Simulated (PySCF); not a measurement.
Atom-mapped SMILES (the numbers label the heavy atoms): `[CH3:1][CH2:2][N:3]([CH2:4][CH3:5])[CH2:6][CH3:7]`. Each H is labelled by its parent atom.

Non-relativistic, gas phase, a single conformation, fast rotation and ring inversion assumed for equivalent nuclei. Geometry: PBE0-D3(BJ)/def2-SVP; NMR shieldings at PBE0/pcSseg-1/GIAO; PySCF.

Scale: ¹³C (σref 184.41) and ¹H (σref 31.27) against TMS; ¹⁵N (σref 265.67) against NH3 (reference shieldings calculated alike).

```json
{"atoms": "C1/C5/C7", "nucleus": "¹³C", "count": "3", "Hirshfeld charge": "-0.12", "δ (ppm)": "16.0"}
{"atoms": "H(C1)/H(C5)/H(C7)", "nucleus": "¹H", "count": "9", "Hirshfeld charge": "0.04", "δ (ppm)": "1.04"}
{"atoms": "C2/C4/C6", "nucleus": "¹³C", "count": "3", "Hirshfeld charge": "-0.02", "δ (ppm)": "47.6"}
{"atoms": "H(C2)/H(C4)/H(C6)", "nucleus": "¹H", "count": "6", "Hirshfeld charge": "0.03", "δ (ppm)": "?"}
{"atoms": "N3", "nucleus": "¹⁵N", "count": "1", "Hirshfeld charge": "-0.09", "δ (ppm)": "?"}
```

Problem. Complete the table.

Solution. 
- H(C2)/H(C4)/H(C6): 2.03 ppm, hydrogen on an sp3 CH2 bonded to N
- N3: 68.7 ppm, amine nitrogen

Shifts are as computed. Against solution values, carbons near 30 ppm lie about +2 ppm off and those near 130 ppm about +4 ppm. Of 246 compounds with measured shifts, 49 miss one by over three times the rms of a fit or turn the order of signals round; such compounds aren't used in these exercises. Experimental scales use liquid or dissolved standards, which lie at an offset from isolated NH3 (liquid NH3: subtract about 20 ppm).
